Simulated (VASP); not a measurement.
Wanted: the native input for a VASP 6.6.1 run.

- Task: band structure
- Functional: PBE
- Dispersion: D3(BJ)
- Potentials or basis: VASP PAW PBE potentials, release 64 (Sn_d, O)
- Cutoff: 520 eV
- k mesh: 6 × 6 × 4
- Occupations: gaussian, width 0.03 eV
- Spin: spin-orbit coupling, no magnetisation
- Further INCAR settings: ALGO = Fast; EDIFF = 1e-06; NBANDS = 56

The structure of SnO lies in POSCAR:

```
SnO                                     
1.0
    3.8353842621      0.0000000000      0.0000000000
    0.0000000000      3.8353842621      0.0000000000
    0.0000000000      0.0000000000      4.7280501015
  Sn              O             
     2     2
Direct
     0.5000000000000000    0.0000000000000000    0.2459635184974900
     0.0000000000000000    0.5000000000000000    0.7540364815025100
     0.0000000000000000    0.0000000000000000    0.0000000000000000
     0.5000000000000000    0.5000000000000000    0.0000000000000000
```

These files were run (other wordings do the same):

INCAR

```
SYSTEM = SnO
ALGO = Fast
EDIFF = 1E-6
ENCUT = 520
GGA = PE
GGA_COMPAT = .False.
ISIF = 2
ISMEAR = 0
IVDW = 12
LASPH = .True.
LCHARG = .False.
LNONCOLLINEAR = .True.
LORBIT = 11
LREAL = .False.
LSORBIT = .True.
LWAVE = .False.
MAGMOM = 0 0 0 0 0 0 0 0 0 0 0 0
NBANDS = 56
NELM = 80
PREC = Accurate
SIGMA = 0.03
```

KPOINTS

```
k-points
0
Gamma
  6 6 4
  0 0 0
```

KPOINTS_OPT

```
explicit points
141
Reciprocal
 0.0000000000  0.0000000000  0.0000000000 1
 0.0000000000  0.0357142857  0.0000000000 1
 0.0000000000  0.0714285714  0.0000000000 1
 0.0000000000  0.1071428571  0.0000000000 1
 0.0000000000  0.1428571429  0.0000000000 1
 0.0000000000  0.1785714286  0.0000000000 1
[... 133 lines left out ...]
 0.0000000000  0.5000000000  0.0000000000 1
 0.0000000000  0.0000000000  0.5000000000 1
```

Potentials or basis: VASP PAW PBE potentials, release 64 (Sn_d, O).

Run with:

```bash
$ cat potpaw_PBE.64/Sn_d/POTCAR potpaw_PBE.64/O/POTCAR > POTCAR
$ mpirun -np 1 vasp_ncl > vasp.out
```

It gave:

The pressure is 0.0 GPa. The largest force is 0.019 eV/Å, the valence electrons inside the program's atomic spheres are Sn 12.11; O 5.00 and the dispersion energy per atom is -0.237 eV.

Run time: 7.4 min on 1 thread of Intel(R) Xeon(R) 6975P-C (Granite Rapids), with other jobs on the host, peak memory 0.49 GiB.
